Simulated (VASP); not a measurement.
# N (P6_3/mmc) in VASP: single point with LDA

Aim: the single point of N with LDA.

Program: VASP 6.6.1. These are calculated values, not measurements. Logs are shortened: lines on timing, memory, paths and dates and some standing lists are left out, and cuts for length are marked.

## (1) The structure

It takes space group P6_3/mmc (No. 194, hexagonal). The conventional cell has a = 3.629 Å, b = 3.629 Å, c = 5.890 Å, α = 90.00°, β = 90.00°, γ = 120.00°. N (site symmetry -6m2) has 12 N at 3.61 to 3.63 Å as nearest neighbours.

The real solid is made of molecules; this cell is a model form.

## (2) Single point, LDA

Contents of INCAR:

```
SYSTEM = N
PREC = Accurate ; ENCUT = 520
EDIFF = 1E-7 ; ISMEAR = 0
SIGMA = 0.15 ; LREAL = .False.
LASPH = .True. ; NELM = 100
ALGO = Fast ; ISIF = 2
LWAVE = .False. ; LCHARG = .False.
NBANDS = 12
```

Contents of KPOINTS:

```
regular mesh
0
Gamma
  15 15 8
  0 0 0
```

Contents of POSCAR:

```
N
1.0
    3.6290016496      0.0000000000      0.0000000000
   -1.8145008248      3.1428076190      0.0000000000
    0.0000000000      0.0000000000      5.8900000000
N
2
Direct
    0.3333333333      0.6666666667      0.2500000000
    0.6666666667      0.3333333333      0.7500000000
```

Potentials or basis: VASP PAW LDA potentials, release 64 (N).

On the command line:

```sh
$ cat potpaw_LDA.64/N/POTCAR > POTCAR
$ mpirun -np 1 vasp_std > vasp.out
```

OUTCAR:

```text
SYSTEM = N
   PREC = Accurate
   ENCUT = 520
   EDIFF = 1E-7
   ISMEAR = 0
   LREAL = .False.
   LASPH = .True.
   NELM = 100
   ISIF = 2

 ion  position               nearest neighbor table
   1  0.333  0.667  0.250-
   2  0.667  0.333  0.750-

  LATTYP: Found a hexagonal cell.
 ALAT       =     3.6290016496
 C/A-ratio  =     1.6230359114

  Lattice vectors:

 A1 = (   3.6290016496,   0.0000000000,   0.0000000000)
 A2 = (  -1.8145008248,   3.1428076190,   0.0000000000)
 A3 = (   0.0000000000,   0.0000000000,   5.8900000000)

Analysis of symmetry for initial positions (statically):
=====================================================================
 Subroutine PRICEL returns:
 Original cell was already a primitive cell.

 Routine SETGRP: Setting up the symmetry group for a
 hexagonal supercell.

 Subroutine GETGRP returns: Found 24 space group operations
 (whereof 12 operations were pure point group operations)
 out of a pool of 24 trial point group operations.

The static configuration has the point symmetry D_3d.
 The point group associated with its full space group is D_6h.

Analysis of symmetry for dynamics (positions and initial velocities):
=====================================================================
 Subroutine PRICEL returns:
 Original cell was already a primitive cell.

 Routine SETGRP: Setting up the symmetry group for a
 hexagonal supercell.

 Subroutine GETGRP returns: Found 24 space group operations
 (whereof 12 operations were pure point group operations)
 out of a pool of 24 trial point group operations.

The dynamic configuration has the point symmetry D_3d.
 The point group associated with its full space group is D_6h.

 Subroutine INISYM returns: Found 24 space group operations
 (whereof 12 operations are pure point group operations),
 and found     1 'primitive' translations

----------------------------------------------------------------------------------------

                                     Primitive cell

  volume of cell :      67.1769

  direct lattice vectors                    reciprocal lattice vectors
     3.629001650  0.000000000  0.000000000     0.275557880  0.159093416  0.000000000
    -1.814500825  3.142807619  0.000000000     0.000000000  0.318186832  0.000000000
     0.000000000  0.000000000  5.890000000     0.000000000  0.000000000  0.169779287

  length of vectors
     3.629001650  3.629001650  5.890000000     0.318186832  0.318186832  0.169779287

  position of ions in fractional coordinates (direct lattice)
     0.333333333  0.666666667  0.250000000
     0.666666667  0.333333333  0.750000000

  ion indices of the primitive-cell ions
   primitive index   ion index
                 1           1
                 2           2

----------------------------------------------------------------------------------------

 KPOINTS: regular mesh

Automatic generation of k-mesh.
 Grid dimensions read from file:
 generate k-points for:   15   15    8

 Generating k-lattice:

  Cartesian coordinates                     Fractional coordinates (reciprocal lattice)
     0.018370525  0.010606228  0.000000000     0.066666667  0.000000000  0.000000000
     0.000000000  0.021212455  0.000000000     0.000000000  0.066666667  0.000000000
     0.000000000  0.000000000  0.021222411     0.000000000  0.000000000  0.125000000

  Length of vectors
     0.021212455  0.021212455  0.021222411

  Shift w.r.t. Gamma in fractional coordinates (k-lattice)
     0.000000000  0.000000000  0.000000000

 Subroutine IBZKPT returns following result:
 ===========================================

 Found    135 irreducible k-points:

 Following reciprocal coordinates:
            Coordinates               Weight
  0.000000  0.000000  0.000000      1.000000
  0.066667  0.000000  0.000000      6.000000
  0.133333  0.000000  0.000000      6.000000
  0.200000  0.000000  0.000000      6.000000
  0.266667  0.000000  0.000000      6.000000
  0.333333  0.000000  0.000000      6.000000
[... 16 lines left out ...]
  0.333333  0.200000  0.000000     12.000000
  0.400000  0.200000  0.000000      6.000000
 [... further k-points ...]
   k-points           NKPTS =    135   k-points in BZ     NKDIM =    135   number of bands    NBANDS=     12
   number of dos      NEDOS =    301   number of ions     NIONS =      2
   total plane-waves  NPLWV =  37632
   dimension x,y,z NGX =    28 NGY =   28 NGZ =   48
   dimension x,y,z NGXF=    56 NGYF=   56 NGZF=   96
   ions per type =               2
   NGX,Y,Z   is equivalent  to a cutoff of  12.83, 12.83, 13.55 a.u.
   NGXF,Y,Z  is equivalent  to a cutoff of  25.65, 25.65, 27.10 a.u.
 SYSTEM =  N
   PREC   = accura    normal or accurate (medium, high low for compatibility)
   ISTART =      0    job   : 0-new  1-cont  2-samecut
   ICHARG =      2    charge: 1-file 2-atom 10-const
   ISPIN  =      1    spin polarized calculation?
   LNONCOLLINEAR =      F non collinear calculations
   LSORBIT =      F    spin-orbit coupling
   LASPH  =      T    aspherical Exc in radial PAW
   ENCUT  =  520.0 eV  38.22 Ry    6.18 a.u.   6.75  6.75 10.95*2*pi/ulx,y,z
   NELM   =    100;   NELMIN=  2; NELMDL= -5     # of ELM steps
   EDIFF  = 0.1E-06   stopping-criterion for ELM
   LREAL  =      F    real-space projection
   EDIFFG = 0.1E-05   stopping-criterion for IOM
   NSW    =      0    number of steps for IOM
   IBRION =     -1    ionic relax: 0-MD 1-quasi-New 2-CG
   NFREE  =      0    steps in history (QN), initial steepest desc. (CG)
   ISIF   =      2    stress and relaxation
   ISYM   =      2    0-nonsym 1-usesym 2-fastsym
   POTIM  = 0.5000    time-step for ionic-motion
   TEBEG  =    0.0;   TEEND  =   0.0 temperature during run
   PSTRESS=    0.0 pullay stress
   NELECT =      10.0000    total number of electrons
   NUPDOWN=      -1.0000    fix difference up-down
   EMIN   =  10.00;   EMAX   =-10.00  energy-range for DOS
   EFERMI =   0.00;   METHOD = LEGACY
   ISMEAR =     0;   SIGMA  =   0.15  broadening in eV -4-tet -1-fermi 0-gaus
   EFERMI_NEDOS =   21; number of points for ismear=-14 and -15
   IALGO  =     68    algorithm
   IMIX   =      4    mixing-type and parameters
     AMIX     =   0.40;   BMIX     =  1.00
     AMIX_MAG =   1.60;   BMIX_MAG =  1.00
  volume/ion in A,a.u.               =      33.59       226.67
  Fermi-wavevector in a.u.,A,eV,Ry     =   0.867630  1.639584 10.242227  0.752782
  Thomas-Fermi vector in A             =   1.986192
   LORBIT       =      0    0 simple, 1 ext, 2 COOP (PROOUT), +10 PAW based schemes
   GGA     = CA    functional components
   LHFCALC =     F    Hartree Fock is set to
   AEXX    =    0.0000 exact exchange contribution
   IVDW    =     0    specifies the selected vdW correction
   LEPSILON=     F    determine dielectric tensor
   LRPA    =     F    only Hartree local field effects (RPA)
 non-spin polarized calculation
 RMM-DIIS sequential band-by-band and
 Gauss-broadening in eV      SIGMA  =   0.15
  energy-cutoff  :      520.00
  volume of cell :       67.18
 maximum number of plane-waves:      1834
 NGX is ok and might be reduce to    28
   NGX = 13   NGY = 13   NGZ = 21

 number of electron      10.0000000 magnetization

 Free energy of the ion-electron system (eV)
  ---------------------------------------------------
  ext. energy  EPLUGINS =         0.00000000
  ---------------------------------------------------
  free energy    TOTEN  =        -2.18647072 eV

  energy without entropy =       -2.07444663  energy(sigma->0) =       -2.13045867

 E-fermi :  -5.1204     XC(G=0):  -6.5421

 val. band max:       -5.1203592963   @ k =   0.2000   0.2000   0.3750
 cond. band min:      -5.1203035149   @ k =   0.4667   0.0667   0.0000
 fundamental gap:      0.0000557814
 Fermi energy:        -5.1203569230

 k-point     1 :       0.0000    0.0000    0.0000
  band No.  band energies     occupation
      1     -16.7523      2.00000
      2     -16.3999      2.00000
      3      -6.0732      2.00000
      4      -4.8100      0.00344
      5      -4.8100      0.00344
      6      -4.6735      0.00003
      7      -4.6735      0.00003
      8      -4.6613      0.00002
      9       1.6897      0.00000
     10       5.4493      0.00000
     11       5.9059      0.00000
     12      12.0497      0.00000

 k-point     2 :       0.0667    0.0000    0.0000
  band No.  band energies     occupation
      1     -16.7398      2.00000
      2     -16.3940      2.00000
      3      -6.0512      2.00000
      4      -4.8589      0.01371
      5      -4.8243      0.00524
      6      -4.7286      0.00022
      7      -4.6775      0.00003
      8      -4.6668      0.00002
      9       1.7912      0.00000
     10       5.5402      0.00000
     11       5.9128      0.00000
     12      11.1425      0.00000

 k-point     3 :       0.1333    0.0000    0.0000
  band No.  band energies     occupation
      1     -16.7040      2.00000
      2     -16.3776      2.00000
      3      -5.9871      2.00000
      4      -5.0003      0.25777
      5      -4.8728      0.01961
      6      -4.8626      0.01508
      7      -4.6903      0.00005
      8      -4.6841      0.00004
      9       2.0796      0.00000
     10       5.7976      0.00000
     11       5.9361      0.00000
     12      10.0312      0.00000

 k-point     4 :       0.2000    0.0000    0.0000
  band No.  band energies     occupation
      1     -16.6491      2.00000
      2     -16.3543      2.00000
      3      -5.8867      2.00000
      4      -5.2131      1.61790
      5      -5.0607      0.57376
      6      -4.9156      0.05351
      7      -4.7146      0.00013
      8      -4.7119      0.00012
      9       2.5159      0.00000
     10       5.9820      0.00000
     11       6.1776      0.00000
     12       8.9878      0.00000

 k-point     5 :       0.2667    0.0000    0.0000
  band No.  band energies     occupation
      1     -16.5824      2.00000
      2     -16.3298      2.00000
      3      -5.7593      2.00000
      4      -5.4539      1.99834
      5      -5.2558      1.79831
      6      -4.9731      0.16509
      7      -4.7602      0.00068
      8      -4.7390      0.00032
      9       3.0561      0.00000
     10       6.0584      0.00000
     11       6.6107      0.00000
     12       8.0446      0.00000
[... 228 lines left out ...]
      1     -16.4966      2.00000
      2     -16.3057      2.00000
      3      -5.5866      1.99999
      4      -5.5848      1.99999
      5      -5.4722      1.99909
      6      -5.0778      0.68840
      7      -4.9033      0.04076
      8      -4.8348      0.00710
      9       3.8111      0.00000
     10       6.2283      0.00000
     11       7.0469      0.00000
     12       7.3740      0.00000

 k-point    22 :       0.2667    0.2000    0.0000
  band No.  band energies     occupation
      1     -16.4385      2.00000
      2     -16.2973      2.00000
      3      -5.7083      2.00000
      4      -5.5299      1.99989
      5      -5.4554      1.99841
      6      -5.1825      1.44183
      7      -4.9756      0.17232
      8      -4.9036      0.04103
      9       4.3990      0.00000
     10       6.3956      0.00000
     11       6.8301      0.00000
     12       7.1662      0.00000

 k-point    23 :       0.3333    0.2000    0.0000
  band No.  band energies     occupation
      1     -16.3917      2.00000
      2     -16.2987      2.00000
      3      -5.7919      2.00000
      4      -5.5438      1.99993
      5      -5.3391      1.96082
      6      -5.2772      1.86076
      7      -5.0226      0.35694
      8      -4.9781      0.17989
      9       5.0048      0.00000
     10       6.2760      0.00000
     11       6.5731      0.00000
     12       7.1437      0.00000

 k-point    24 :       0.4000    0.2000    0.0000
  band No.  band energies     occupation
      1     -16.3713      2.00000
      2     -16.3030      2.00000
      3      -5.8213      2.00000
      4      -5.5407      1.99993
      5      -5.3187      1.93857
      6      -5.2825      1.87362
      7      -5.0390      0.44292
      8      -5.0199      0.34338
      9       5.4689      0.00000
     10       5.8316      0.00000
     11       6.6603      0.00000
     12       7.1193      0.00000

 [... further k-points ...]

------------------------ aborting loop because EDIFF is reached ----------------------------------------

  FORCE on cell =-STRESS in cart. coord.  units (eV):
  Direction    XX          YY          ZZ          XY          YZ          ZX
  --------------------------------------------------------------------------------------
  -------------------------------------------------------------------------------------
  Total       -3.5172616     -3.5172616     -3.5598923      0.0000000      0.0000000      0.0000000
  in kB      -83.8870630    -83.8870631    -84.9038103      0.0000000      0.0000000      0.0000000
  external PRESSURE =     -84.2259788 kB  Pullay stress =       0.0000000 kB

 VOLUME and BASIS-vectors are now :
 -----------------------------------------------------------------------------
  energy-cutoff  :      520.00
  volume of cell :       67.18
      direct lattice vectors                 reciprocal lattice vectors
     3.629001650  0.000000000  0.000000000     0.275557880  0.159093416  0.000000000
    -1.814500825  3.142807619  0.000000000     0.000000000  0.318186832  0.000000000
     0.000000000  0.000000000  5.890000000     0.000000000  0.000000000  0.169779287

 POSITION                                       TOTAL-FORCE (eV/Angst)
 -----------------------------------------------------------------------------------
     -0.00000      2.09521      1.47250        -0.000000      0.000000      0.000000
      1.81450      1.04760      4.41750         0.000000      0.000000      0.000000
 -----------------------------------------------------------------------------------
    total drift:                               -0.000000      0.000000      0.000000

  FREE ENERGIE OF THE ION-ELECTRON SYSTEM (eV)
  ---------------------------------------------------
  free  energy   TOTEN  =        -2.1864707194 eV

  energy  without entropy=       -2.0744466270  energy(sigma->0) =       -2.13045867
```

Wall time 68 s (1 thread of Intel Xeon Platinum 8488C (Sapphire Rapids), shared host); peak memory 0.2 GiB.

Results:

```
Free energy            : -2.1865 eV
Pressure               : -8.4 GPa
Band gap on the k mesh : none (metal or under the smearing width)
```

Stress tensor (GPa, compression positive):
```
-8.39  0.00  0.00
 0.00 -8.39  0.00
 0.00  0.00 -8.49
```
